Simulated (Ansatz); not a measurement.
Level of theory: DFT PBE, scalar-relativistic, plane waves, PAW (Ansatz). All cells share a 420 eV cutoff and Γ-centred k meshes spaced at most about 0.3 Å⁻¹ (about 0.25 or finer for metals, 2π included). No spin polarisation.

All energies are static (0 K, no zero-point motion).

Question: Order these relaxed structures of Mg7Te by energy, lowest first, with the energy over the lowest of them.
A.

```
CELL_PARAMETERS angstrom
6.36058 0.00000 0.00000
-3.18029 5.50843 0.00000
0.00000 0.00000 5.38147
ATOMIC_POSITIONS crystal
Mg 0.50139 0.00279 0.00000
Mg 0.65967 0.82984 0.50000
Mg 0.66667 0.33333 0.50000
Mg 0.99721 0.49861 0.00000
Mg 0.17016 0.82984 0.50000
Mg 0.17016 0.34033 0.50000
Mg 0.50139 0.49861 0.00000
Te 0.00000 0.00000 0.00000
```

B.

```
CELL_PARAMETERS angstrom
-3.62442 3.62442 3.62442
3.62442 -3.62442 3.62442
3.62442 3.62442 -3.62442
ATOMIC_POSITIONS crystal
Mg 0.00000 0.50000 0.00000
Mg 0.50000 0.50000 0.00000
Mg 0.50000 0.00000 0.00000
Mg 0.50000 0.00000 0.50000
Mg 0.50000 0.50000 0.50000
Mg 0.00000 0.50000 0.50000
Mg 0.00000 0.00000 0.50000
Te 0.00000 0.00000 0.00000
```

Answer: A (0 meV/atom), B (46 meV/atom). Forms: A P-6m2; B Im-3m. Counting Mg atoms around Te (those within 1.25 times the shortest such distance or 1.15 times the sum of covalent radii; a plus sign parts nearer from farther groups): A has Te 12; B has Te 8+6. Both come from invented guesses. The lowest form computed isn't among them: it has Mg and Te ordered on fcc sites, space group Fm-3m (No. 225), 23.6 Å³/atom and lies 39 meV/atom below the best shown.

These runs have no spin–orbit coupling, which can matter for Te. Cells relaxed within their symmetry can be saddle points. Some candidate types were left out of the draw beforehand, so a known form may be missing.
